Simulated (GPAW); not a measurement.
Runs of GPAW 26.7.0 on H. The structure is tetragonal, space group I4/mmm (No. 139). The conventional cell has a = 3.383 Å, b = 3.383 Å, c = 4.117 Å, α = 90.00°, β = 90.00°, γ = 90.00°. Around H (site symmetry 4mm) lie 1 H at 0.74 Å. 

| task | level | potentials or basis | cell | cutoff (eV) | smearing | eigensolver | k mesh for the DOS | dos width | convergence | supercell | grid spacing | gap on the mesh (eV) | pressure (GPa) | largest force (eV/Å) |
| --- | --- | --- | --- | --- | --- | --- | --- | --- | --- | --- | --- | --- | --- | --- |
| single point | LDA | the program's PAW data sets (release 1.2.1) made for this functional, pw | as given | 600 | gaussian 0.02 eV | - | - | - | - | - | - | (a) | 0.8 | 1.00 |
| electron localisation function | r2SCAN | GPAW PAW data sets (gpaw-data 1.2.1), pw | as given | 600 | fermi-dirac 0.05 eV | davidson niter=4 | - | - | - | - | - | 9.77 | 0.1 | 0.04 |
| density of states | r2SCAN+D3(BJ) | GPAW PAW data sets (gpaw-data 1.2.1), pw | as given | 600 | improved-tetrahedron-method | - | 16 × 16 × 16 | 0 eV | - | - | - | 9.77 | (b) | (c) |
| phonons | LDA | the program's PAW data sets (release 1.2.1) made for this functional, lcao:dzp | atoms relaxed | - | fermi-dirac 0.05 eV | - | - | - | density=1e-06 | 1 × 1 × 1 | 0.16 Å | 8.55 | - | - |

Alike in all rows: no spin polarisation; k mesh 11 × 11 × 11.

Question: Fill in the values left out.

Answer: (a) 8.42; (b) 0.0; (c) 0.05.

Caveats: an odd mesh through Γ misses points on the zone boundary, where band edges often lie; the PAW data sets were made with another functional, which shifts forces and pressure a little (some runs); forces of over 1 eV/Å show positions far from the minimum, so gaps and moduli don't describe the material at rest (some runs); the real-space grid adds noise to forces (some runs); some modes are imaginary (some runs); the basis of atomic orbitals isn't converged, which shifts pressures, moduli and gaps (some runs).

Not every run made on this cell is shown here.
